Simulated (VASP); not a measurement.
Computed with PBE GGA, VASP's PBE PAW potentials (set 64) (plane waves; VASP).

VASP ran on this input.

### KPOINTS
```
Automatic
0
Monkhorst-Pack
 9 9 9
0 0 0
```

**INCAR**
```
SYSTEM = ZrO2
PREC = Accurate
ENCUT = 520
EDIFF = 1E-6
NELM = 100
ALGO = Normal
LREAL = .FALSE.
LASPH = .TRUE.
ISMEAR = 0
SIGMA = 0.05
GGA = PE
LMAXMIX = 4
LWAVE = .FALSE.
LCHARG = .FALSE.
ISIF = 2
```

### POSCAR
```
ZrO2
1
    0.0000000000     2.5450000000     2.5450000000
    2.5450000000     0.0000000000     2.5450000000
    2.5450000000     2.5450000000     0.0000000000
Zr O
1 2
Direct
  0.0000000000   0.0000000000   0.0000000000
  0.2500000000   0.2500000000   0.2500000000
  0.7500000000   0.7500000000   0.7500000000
```

POTCAR, in this order: Zr_sv O (PBE.64 set). Program: vasp_std.

The resulting files:

### OUTCAR
```
 ion  position               nearest neighbor table
   1  0.000  0.000  0.000-   3 2.20   3 2.20   3 2.20   2 2.20   3 2.20   2 2.20   2 2.20   2 2.20
  LATTYP: Found a face centered cubic cell.
 ALAT       =     5.0900000000
 Subroutine PRICEL returns:
 Original cell was already a primitive cell.
 Subroutine GETGRP returns: Found 48 space group operations
The static configuration has the point symmetry O_h .
The dynamic configuration has the point symmetry O_h .
 Subroutine INISYM returns: Found 48 space group operations
 Subroutine IBZKPT returns following result:
 Found     35 irreducible k-points:

 Following reciprocal coordinates:
            Coordinates               Weight
  0.000000  0.000000  0.000000      1.000000
  0.111111  0.000000  0.000000      8.000000
  0.222222  0.000000  0.000000      8.000000
  0.333333  0.000000  0.000000      8.000000
  0.444444  0.000000  0.000000      8.000000
  0.111111  0.111111  0.000000      6.000000
  0.222222  0.111111  0.000000     24.000000
  0.333333  0.111111  0.000000     24.000000
  0.444444  0.111111  0.000000     24.000000
 -0.444444  0.111111  0.000000     24.000000
 -0.333333  0.111111  0.000000     24.000000
 -0.222222  0.111111  0.000000     24.000000
 -0.111111  0.111111  0.000000     12.000000
  0.222222  0.222222  0.000000      6.000000
  0.333333  0.222222  0.000000     24.000000
  0.444444  0.222222  0.000000     24.000000
 -0.444444  0.222222  0.000000     24.000000
 -0.333333  0.222222  0.000000     24.000000
 -0.222222  0.222222  0.000000     12.000000
  0.333333  0.333333  0.000000      6.000000
  0.444444  0.333333  0.000000     24.000000
 -0.444444  0.333333  0.000000     24.000000
 -0.333333  0.333333  0.000000     12.000000
  0.444444  0.444444  0.000000      6.000000
 -0.444444  0.444444  0.000000     12.000000
  0.333333  0.222222  0.111111     24.000000
  0.444444  0.222222  0.111111     48.000000
 -0.444444  0.222222  0.111111     48.000000
  0.444444  0.333333  0.111111     24.000000
 -0.444444  0.333333  0.111111     48.000000
 -0.333333  0.333333  0.111111     48.000000
 -0.222222  0.333333  0.111111     24.000000
 -0.444444  0.444444  0.111111     24.000000
 -0.333333  0.444444  0.111111     24.000000
 -0.333333  0.444444  0.222222     24.000000
   k-points           NKPTS =     35   k-points in BZ     NKDIM =     35   number of bands    NBANDS=     16
   number of dos      NEDOS =    301   number of ions     NIONS =      3
   total plane-waves  NPLWV =  21952
   dimension x,y,z NGX =    28 NGY =   28 NGZ =   28
   dimension x,y,z NGXF=    56 NGYF=   56 NGZF=   56
   ions per type =               1   2
   PREC   = accura    normal or accurate (medium, high low for compatibility)
   ISTART =      0    job   : 0-new  1-cont  2-samecut
   ICHARG =      2    charge: 1-file 2-atom 10-const
   ISPIN  =      1    spin polarized calculation?
   LNONCOLLINEAR =      F non collinear calculations
   LSORBIT =      F    spin-orbit coupling
   INIWAV =      1    electr: 0-lowe 1-rand  2-diag
   ENCUT  =  520.0 eV  38.22 Ry    6.18 a.u.   6.69  6.69  6.69*2*pi/ulx,y,z
   NELM   =    100;   NELMIN=  2; NELMDL= -5     # of ELM steps
   EDIFF  = 0.1E-05   stopping-criterion for ELM
   LREAL  =      F    real-space projection
   NLSPLINE    = F    spline interpolate recip. space projectors
   LMAXMIX     =    4 max onsite mixed and CHGCAR
   VOSKOWN=      0    Vosko Wilk Nusair interpolation
   EDIFFG = 0.1E-04   stopping-criterion for IOM
   NSW    =      0    number of steps for IOM
   NBLOCK =      1;   KBLOCK =      1    inner block; outer block
   IBRION =     -1    ionic relax: 0-MD 1-quasi-New 2-CG
   NFREE  =      0    steps in history (QN), initial steepest desc. (CG)
...
```

**OSZICAR**
```
       N       E                     dE             d eps       ncg     rms          rms(c)
DAV:   1     0.192745562048E+03    0.19275E+03   -0.14749E+04  1120   0.154E+03
DAV:   2    -0.271843795405E+02   -0.21993E+03   -0.21586E+03  1472   0.389E+02
DAV:   3    -0.346834680159E+02   -0.74991E+01   -0.74928E+01  1664   0.741E+01
DAV:   4    -0.348997778549E+02   -0.21631E+00   -0.21629E+00  1528   0.946E+00
DAV:   5    -0.349032214890E+02   -0.34436E-02   -0.34436E-02  1560   0.108E+00    0.249E+01
DAV:   6    -0.286289765538E+02    0.62742E+01   -0.36169E+01  1264   0.469E+01    0.988E+00
DAV:   7    -0.285853481224E+02    0.43628E-01   -0.13876E+00  1592   0.969E+00    0.621E+00
DAV:   8    -0.285588877869E+02    0.26460E-01   -0.16791E-01  1456   0.433E+00    0.446E-01
DAV:   9    -0.285594307353E+02   -0.54295E-03   -0.16309E-02  1552   0.917E-01    0.324E-01
DAV:  10    -0.285605441968E+02   -0.11135E-02   -0.51630E-03  1312   0.725E-01    0.149E-01
DAV:  11    -0.285605565886E+02   -0.12392E-04   -0.16841E-03  1496   0.343E-01    0.140E-01
DAV:  12    -0.285605007277E+02    0.55861E-04   -0.31633E-04  1200   0.144E-01    0.554E-03
DAV:  13    -0.285605022936E+02   -0.15660E-05   -0.13504E-05  1528   0.275E-02    0.368E-03
DAV:  14    -0.285605026025E+02   -0.30891E-06   -0.24653E-06  1136   0.108E-02
   1 F= -.28560503E+02 E0= -.28560503E+02  d E =-.141765E-19
```

File OUTCAR:
```
------------------------ aborting loop because EDIFF is reached ----------------------------------------
  FORCE on cell =-STRESS in cart. coord.  units (eV):
  Direction    XX          YY          ZZ          XY          YZ          ZX
  --------------------------------------------------------------------------------------
  Total        0.8241890      0.8241890      0.8241890      0.0000000      0.0000000      0.0000000
  in kB       40.0538289     40.0538289     40.0538289      0.0000000      0.0000000      0.0000000
  external PRESSURE =      40.0538289 kB  Pullay stress =       0.0000000 kB
  volume of cell :       32.97
      direct lattice vectors                 reciprocal lattice vectors
     0.000000000  2.545000000  2.545000000    -0.196463654  0.196463654  0.196463654
     2.545000000  0.000000000  2.545000000     0.196463654 -0.196463654  0.196463654
     2.545000000  2.545000000  0.000000000     0.196463654  0.196463654 -0.196463654
 POSITION                                       TOTAL-FORCE (eV/Angst)
 -----------------------------------------------------------------------------------
      0.00000      0.00000      0.00000        -0.000000     -0.000000     -0.000000
      1.27250      1.27250      1.27250         0.000000     -0.000000      0.000000
      3.81750      3.81750      3.81750        -0.000000      0.000000      0.000000
 -----------------------------------------------------------------------------------
    total drift:                                0.000000      0.000000      0.000000
  FREE ENERGIE OF THE ION-ELECTRON SYSTEM (eV)
  ---------------------------------------------------
  free  energy   TOTEN  =       -28.5605026025 eV

  energy  without entropy=      -28.5605026025  energy(sigma->0) =      -28.56050260
```
(Selected blocks of OUTCAR.)

OUTCAR:
```
 val. band max:        7.1736409041   @ k =  -0.4444   0.4444   0.0000

 cond. band min:      10.5765824938   @ k =   0.0000   0.0000   0.0000


 Fermi energy:         7.4819744706

 k-point     1 :       0.0000    0.0000    0.0000
  band No.  band energies     occupation
      1     -40.8640      2.00000
      2     -18.6843      2.00000
      3     -18.6843      2.00000
      4     -18.6843      2.00000
      5     -10.9731      2.00000
      6      -8.4149      2.00000
      7       1.9925      2.00000
      8       1.9925      2.00000
      9       1.9925      2.00000
     10       6.6927      2.00000
     11       6.6927      2.00000
     12       6.6927      2.00000
     13      10.5766      0.00000
     14      10.5766      0.00000
     15      13.8032      0.00000
     16      16.5910      0.00000

 k-point     2 :       0.1111    0.0000    0.0000
  band No.  band energies     occupation
      1     -40.8585      2.00000
      2     -18.7736      2.00000
      3     -18.6925      2.00000
      4     -18.6925      2.00000
      5     -10.7992      2.00000
      6      -8.5414      2.00000
      7       2.1124      2.00000
      8       2.1124      2.00000
      9       2.3274      2.00000
     10       6.3949      2.00000
     11       6.4654      2.00000
     12       6.4654      2.00000
     13      10.8109      0.00000
     14      10.8109      0.00000
     15      14.1970      0.00000
     16      16.1558      0.00000

 k-point     3 :       0.2222    0.0000    0.0000
  band No.  band energies     occupation
      1     -40.8447      2.00000
      2     -18.9871      2.00000
      3     -18.7133      2.00000
      4     -18.7133      2.00000
      5     -10.3933      2.00000
      6      -8.7979      2.00000
      7       2.4209      2.00000
      8       2.4209      2.00000
      9       3.1588      2.00000
     10       5.7569      2.00000
     11       6.0249      2.00000
     12       6.0249      2.00000
     13      11.2063      0.00000
...
```

The compound is ZrO2 in the fluorite structure, the high-temperature cubic form, which is unstable at 0 K; the monoclinic form is the stable one. The cell was not relaxed at this level. The run is one of a series of settings (KPOINTS 9×9×9 Monkhorst-Pack mesh against the base run), some of them coarse on purpose.
